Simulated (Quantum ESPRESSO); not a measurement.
## FeO under changes of volume

One of the cells (10.695 Å³/atom); the others are scaled copies at fixed shape and fractional positions:

```
CELL_PARAMETERS angstrom
-1.60210 1.60210 2.08339
1.60210 -1.60210 2.08339
1.60210 1.60210 -2.08339
ATOMIC_POSITIONS crystal
Fe 0.00000 0.00000 0.00000
O 0.50000 0.50000 0.00000
```

The cell comes from a database or a generator and needn't be the stable form of this composition.

| Property | Result |
| --- | --- |
| Program | Quantum ESPRESSO 7.5 |
| Functional | PBEsol |
| Potentials or basis | GBRV 1.5 PBEsol |
| Cutoff | 762 eV |
| Density cutoff | 6095 eV |
| k mesh | 12 × 12 × 12 |
| Occupations | fermi-dirac, width 0.05 eV |
| Spin | collinear spin, ferromagnetic start |
| Starting moments | [3.0, 0.0] μB |

```tsv
volume (Å³/atom)	energy over the lowest point (meV/atom)	pressure (GPa)
10.053	0.00	-6.8
10.267	?	?
10.481	27.15	-13.4
10.695	46.83	-16.1
10.909	69.91	-18.4
11.123	95.94	-20.5
11.337	124.52	-22.4
```

What does the run at 10.267 Å³/atom give?

Energy over the lowest point 11.37 meV/atom; pressure -10.3 GPa.

Worked out: A Birch-Murnaghan fit of order 3 (a polynomial in V^(-2/3)) to the other rows has no minimum within the range. It gives 11.35 meV/atom at 10.267 Å³/atom, against the run's 11.37, and -dE/dV = -10.2 GPa, against -10.3.

Energies are extrapolated to zero smearing.

Caveats: a cell with one magnetic atom can't hold antiferromagnetic order, which such compounds often take.
